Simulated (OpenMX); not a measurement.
The system is Ru.

```
Ru
1.0
     2.70580    0.00000    0.00000
    -1.35290    2.34329    0.00000
     0.00000    0.00000    4.28190
Ru
2
Direct
  0.66667 0.33333 0.75000
  0.33333 0.66667 0.25000
```

```yaml
Program: OpenMX 3.8.5
Task: single point
Functional: PBE
Potentials_or_basis: OpenMX 2013 PBE set, Ru7.0-s3p2d2, grid cutoff 400 Ry
k_mesh: 11 × 11 × 7
Occupations: fermi-dirac, width 0.05 eV
Spin: no spin polarisation
```

On this cell: pressure 12.5 GPa; largest force 0.012 eV/Å; band gap on the k mesh none (metal or under the smearing width).

The same run follows on a disturbed copy (atoms moved at random, drawn with an rms of 0.05 Å):

```
CELL_PARAMETERS angstrom
2.70580 0.00000 0.00000
-1.35290 2.34329 0.00000
0.00000 0.00000 4.28190
ATOMIC_POSITIONS crystal
Ru 0.67236 0.34385 0.74518
Ru 0.32157 0.68043 0.24367
```

Problem. What changes?

Solution. The energy (extrapolated to zero smearing) moves by +5.8 meV/atom; pressure 12.7 GPa; largest force 0.446 eV/Å; band gap on the k mesh none (metal or under the smearing width).

Forces on the atoms (eV/Å):
```
Ru  -0.425  0.075 -0.114
Ru   0.421 -0.078  0.109
```

Caveats: the basis of atomic orbitals isn't converged, which shifts pressures, moduli and gaps.
